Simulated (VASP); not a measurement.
# Al2O3 (P-6m2) in VASP: further runs, part 3 of 4

VASP 6.6.1.

### Step 5. Dielectric tensor, LDA

INCAR

```
SYSTEM = Al2O3
PREC = Accurate
ENCUT = 400
EDIFF = 1E-8
ISMEAR = 0
SIGMA = 0.01
LREAL = .FALSE.
LASPH = .TRUE.
NELM = 100
ALGO = Normal
ISIF = 2
LWAVE = .FALSE.
LCHARG = .FALSE.
LEPSILON = .TRUE.
```

KPOINTS

```
regular mesh
0
G
  8 8 3
  0 0 0
```

POSCAR

```
Al2O3
1.0
    2.8843249483      0.0000000000      0.0000000000
   -1.4421624742      2.4978986780      0.0000000000
    0.0000000000      0.0000000000      9.3367544600
Al O
2 3
Direct
    0.0000000000      0.0000000000      0.8500076700
    0.0000000000      0.0000000000      0.1499923300
    0.3333333333      0.6666666667      0.7776830800
    0.6666666667      0.3333333333      0.0000000000
    0.3333333333      0.6666666667      0.2223169200
```

Potentials or basis: VASP PAW LDA potentials, release 64 (Al, O).

Launch:

```console
cat potpaw_LDA.64/Al/POTCAR potpaw_LDA.64/O/POTCAR > POTCAR
mpirun -np 1 vasp_std > vasp.out
```

OUTCAR:

```text
SYSTEM = Al2O3
   PREC = Accurate
   ENCUT = 400
   EDIFF = 1E-8
   ISMEAR = 0
   LREAL = .FALSE.
   LASPH = .TRUE.
   NELM = 100
   ISIF = 2
   LEPSILON = .TRUE.

 Found     20 irreducible k-points:

 Following reciprocal coordinates:
            Coordinates               Weight
  0.000000  0.000000  0.000000      1.000000
  0.125000 -0.000000  0.000000      6.000000
  0.250000 -0.000000  0.000000      6.000000
  0.375000  0.000000  0.000000      6.000000
  0.500000 -0.000000  0.000000      3.000000
  0.125000  0.125000  0.000000      6.000000
   k-points           NKPTS =     20   k-points in BZ     NKDIM =     20   number of bands    NBANDS=     16
   number of dos      NEDOS =    301   number of ions     NIONS =      5
   total plane-waves  NPLWV =  25600
   dimension x,y,z NGX =    20 NGY =   20 NGZ =   64
   dimension x,y,z NGXF=    40 NGYF=   40 NGZF=  128
   ions per type =               2   3
   NGX,Y,Z   is equivalent  to a cutoff of  11.53, 11.53, 11.40 a.u.
   NGXF,Y,Z  is equivalent  to a cutoff of  23.06, 23.06, 22.79 a.u.
 SYSTEM =  Al2O3
   PREC   = accura    normal or accurate (medium, high low for compatibility)
   ISTART =      0    job   : 0-new  1-cont  2-samecut
   ICHARG =      2    charge: 1-file 2-atom 10-const
   ISPIN  =      1    spin polarized calculation?
   LNONCOLLINEAR =      F non collinear calculations
   LSORBIT =      F    spin-orbit coupling
   LASPH  =      T    aspherical Exc in radial PAW
   ENCUT  =  400.0 eV  29.40 Ry    5.42 a.u.   4.70  4.70 15.23*2*pi/ulx,y,z
   NELM   =    100;   NELMIN=  2; NELMDL= -5     # of ELM steps
   EDIFF  = 0.1E-07   stopping-criterion for ELM
   LREAL  =      F    real-space projection
   EDIFFG = 0.1E-06   stopping-criterion for IOM
   NSW    =      0    number of steps for IOM
   IBRION =     -1    ionic relax: 0-MD 1-quasi-New 2-CG
   NFREE  =      0    steps in history (QN), initial steepest desc. (CG)
   ISIF   =      2    stress and relaxation
   ISYM   =      2    0-nonsym 1-usesym 2-fastsym
   POTIM  = 0.5000    time-step for ionic-motion
   TEBEG  =    0.0;   TEEND  =   0.0 temperature during run
   PSTRESS=    0.0 pullay stress
   NELECT =      24.0000    total number of electrons
   NUPDOWN=      -1.0000    fix difference up-down
   EMIN   =  10.00;   EMAX   =-10.00  energy-range for DOS
   EFERMI =   0.00;   METHOD = LEGACY
   ISMEAR =     0;   SIGMA  =   0.01  broadening in eV -4-tet -1-fermi 0-gaus
   EFERMI_NEDOS =   21; number of points for ismear=-14 and -15
   IALGO  =     38    algorithm
   IMIX   =      4    mixing-type and parameters
     AMIX     =   0.40;   BMIX     =  1.00
     AMIX_MAG =   1.60;   BMIX_MAG =  1.00
  volume/ion in A,a.u.               =      13.45        90.79
  Fermi-wavevector in a.u.,A,eV,Ry     =   1.161111  2.194181 18.343074  1.348178
  Thomas-Fermi vector in A             =   2.297686
   LORBIT       =      0    0 simple, 1 ext, 2 COOP (PROOUT), +10 PAW based schemes
   GGA     = CA    functional components
   LHFCALC =     F    Hartree Fock is set to
   AEXX    =    0.0000 exact exchange contribution
   IVDW    =     0    specifies the selected vdW correction
   LEPSILON=     T    determine dielectric tensor
   LRPA    =     F    only Hartree local field effects (RPA)
 non-spin polarized calculation
 Gauss-broadening in eV      SIGMA  =   0.01
[... 138 lines left out ...]
  in kB     -111.1034792   -111.1034792    -92.3872813      0.0000000      0.0000000      0.0000000
  external PRESSURE =    -104.8647465 kB  Pullay stress =       0.0000000 kB

 VOLUME and BASIS-vectors are now :
 -----------------------------------------------------------------------------
  energy-cutoff  :      400.00
  volume of cell :       67.27
      direct lattice vectors                 reciprocal lattice vectors
     2.884324948  0.000000000  0.000000000     0.346701574  0.200168247  0.000000000
    -1.442162474  2.497898678  0.000000000     0.000000000  0.400336494  0.000000000
     0.000000000  0.000000000  9.336754460     0.000000000  0.000000000  0.107103598

 POSITION                                       TOTAL-FORCE (eV/Angst)
 -----------------------------------------------------------------------------------
      0.00000      0.00000      7.93631         0.000000     -0.000000     -0.019023
      0.00000      0.00000      1.40044         0.000000     -0.000000      0.019023
     -0.00000      1.66527      7.26104         0.000000      0.000000      0.487982
      1.44216      0.83263      0.00000        -0.000000      0.000000      0.000000
     -0.00000      1.66527      2.07572        -0.000000      0.000000     -0.487982
 -----------------------------------------------------------------------------------
    total drift:                               -0.000000      0.000000     -0.000000

  FREE ENERGIE OF THE ION-ELECTRON SYSTEM (eV)
  ---------------------------------------------------
  free  energy   TOTEN  =       -40.1657379280 eV

  energy  without entropy=      -40.1657379280  energy(sigma->0) =      -40.16573793

 HEAD OF MICROSCOPIC STATIC DIELECTRIC TENSOR (INDEPENDENT PARTICLE, excluding Hartree and local field effects)
 ------------------------------------------------------
           2.798847    -0.000000     0.000000
          -0.000000     2.798847     0.000000
           0.000000     0.000000     2.615501
 ------------------------------------------------------

 Free energy of the ion-electron system (eV)
  ---------------------------------------------------
  ---------------------------------------------------
  free energy    TOTEN  =        -0.33638720 eV

  energy without entropy =       -0.33638720

------------------------ aborting loop because EDIFF is reached ----------------------------------------

--------------------------------------- Ionic step        2  -------------------------------------------

------------------------ aborting loop because EDIFF is reached ----------------------------------------

--------------------------------------- Ionic step        3  -------------------------------------------

 Free energy of the ion-electron system (eV)
  ---------------------------------------------------
  ---------------------------------------------------
  free energy    TOTEN  =        -0.18846224 eV

  energy without entropy =       -0.18846224

------------------------ aborting loop because EDIFF is reached ----------------------------------------

 PIEZOELECTRIC TENSOR FIELD DIRECTION 3  (e Angst)
 -----------------------------------------------------------------------------
    -0.00002  0.00000 -0.00000           ( -0.00000  0.00000 -0.00000)
     0.00000 -0.00002  0.00000           (  0.00000 -0.00000  0.00000)
     0.00000  0.00000  0.00008           ( -0.00000  0.00000 -0.00000)

 PIEZOELECTRIC TENSOR FIELD DIRECTION 3  (C/m^2)
 -----------------------------------------------------------------------------
    -0.00000  0.00000 -0.00000
     0.00000 -0.00000  0.00000
     0.00000  0.00000  0.00002

 MACROSCOPIC STATIC DIELECTRIC TENSOR (including local field effects in DFT)
 ------------------------------------------------------
           2.697110    -0.000000     0.000000
          -0.000000     2.697110     0.000000
           0.000000     0.000000     1.942110
 ------------------------------------------------------

 PIEZOELECTRIC TENSOR (including local field effects)  for field in x, y, z        (e  Angst)
          XX          YY          ZZ          XY          YZ          ZX
  --------------------------------------------------------------------------------
  x     0.00000    -0.00000     0.00000    -0.06721     0.00000     0.00000
  y    -0.06721     0.06721     0.00000    -0.00000     0.00000     0.00000
  z     0.00000     0.00000     0.00000     0.00000     0.00000     0.00000

 PIEZOELECTRIC TENSOR (including local field effects)  for field in x, y, z        (C/m^2)
          XX          YY          ZZ          XY          YZ          ZX
  --------------------------------------------------------------------------------
  x     0.00000    -0.00000     0.00000    -0.01601     0.00000     0.00000
  y    -0.01601     0.01601     0.00000    -0.00000     0.00000     0.00000
  z     0.00000     0.00000     0.00000     0.00000     0.00000     0.00000

 BORN EFFECTIVE CHARGES (including local field effects) (in |e|, cummulative output)
 ---------------------------------------------------------------------------------
 ion    1
    1     3.01620    -0.00000     0.00000
    2    -0.00000     3.01620     0.00000
    3    -0.00000     0.00000     1.51281
 ion    2
    1     3.01620    -0.00000    -0.00000
    2    -0.00000     3.01620    -0.00000
    3     0.00000    -0.00000     1.51281
 ion    3
    1    -1.89846     0.00000    -0.00000
    2     0.00000    -1.89846    -0.00000
    3     0.00000    -0.00000    -0.91152
 ion    4
    1    -2.23547     0.00000     0.00000
    2     0.00000    -2.23547     0.00000
    3    -0.00000     0.00000    -1.20256
 ion    5
    1    -1.89846     0.00000     0.00000
    2     0.00000    -1.89846     0.00000
    3    -0.00000    -0.00000    -0.91152
```

OSZICAR:

```text
N       E                     dE             d eps       ncg     rms          rms(c)
DAV:   1     0.111885286673E+03    0.11189E+03   -0.11075E+04   648   0.109E+03
[... 13 lines left out ...]
RMM:   8    -0.188213140467E+00   -0.29746E-03   -0.17661E-04  1433   0.289E-02    0.553E-03
RMM:   9    -0.188385737329E+00   -0.17260E-03    0.94889E-06  1457   0.127E-02    0.248E-03
RMM:  10    -0.188438198344E+00   -0.52461E-04    0.21682E-05  1423   0.571E-03    0.467E-04
RMM:  11    -0.188457556542E+00   -0.19358E-04    0.22479E-06  1445   0.172E-03    0.459E-04
RMM:  12    -0.188461832627E+00   -0.42761E-05   -0.78914E-06  1461   0.103E-03    0.597E-05
RMM:  13    -0.188462272242E+00   -0.43961E-06   -0.51562E-07  1150   0.160E-04    0.158E-05
RMM:  14    -0.188462242976E+00    0.29265E-07    0.54776E-07   720   0.581E-05    0.467E-06
```

stdout:

```text
POSCAR found type information on POSCAR AlO
 POSCAR found :  2 types and       5 ions
 scaLAPACK will be used
 LDA part: xc-table for (Slater(with rela. corr.)+CA(PZ))
 , standard interpolation
 POSCAR, INCAR and KPOINTS ok, starting setup
 FFT: planning ... GRIDC
 FFT: planning ... GRID_SOFT
 FFT: planning ... GRID
 WAVECAR not read
 entering main loop
 Linear response reoptimize wavefunctions to high precision
 Linear response G [H, r] |phi>, progress :
  Direction:   1
 Linear response G [H, r] |phi>, progress :
  Direction:   2
 Linear response G [H, r] |phi>, progress :
  Direction:   3
 Linear response to external field (no local field effect), progress :
  Direction:   1
 dielectric tensor                  component  1 :     2.577    -0.475    -0.003
 Linear response to external field (no local field effect), progress :
  Direction:   2
 dielectric tensor                  component  2 :    -0.476     3.020    -0.003
 Linear response to external field (no local field effect), progress :
  Direction:   3
 dielectric tensor                  component  3 :    -0.003    -0.003     2.616
 Linear response to external field, progress :
  Direction:   1
 dielectric tensor                  component  1 :     2.697     0.000     0.001
 Linear response to external field, progress :
  Direction:   2
 dielectric tensor                  component  2 :    -0.210     2.697    -0.003
 Linear response to external field, progress :
  Direction:   3
 dielectric tensor                  component  3 :    -0.002    -0.004     1.942
 Born effective charges drift removed
```

Wall time 2.3 min (1 thread of Intel Xeon Platinum 8488C (Sapphire Rapids), shared host); peak memory 0.23 GiB.

The run converged, but some of its settings lie outside the range that counts as converged, so its numbers aren't taken as properties of the crystal.

What came out:

```yaml
Band_gap_on_the_k_mesh: 4.75 eV, indirect (least direct gap 5.00 eV)
Electronic_dielectric_tensor_diagonal: 2.70, 2.70, 1.94
Born_charges_mean_of_the_diagonal: Al +2.52; O -1.57, -1.89 e
```

Caveat: the cutoff is under 1.25 times the usual one of these potentials, so pressure, stress and relaxed cells hold a basis-set (Pulay) error; an odd mesh through Γ misses points on the zone boundary, where band edges often lie.

(Part 3 of 4 ends here.)
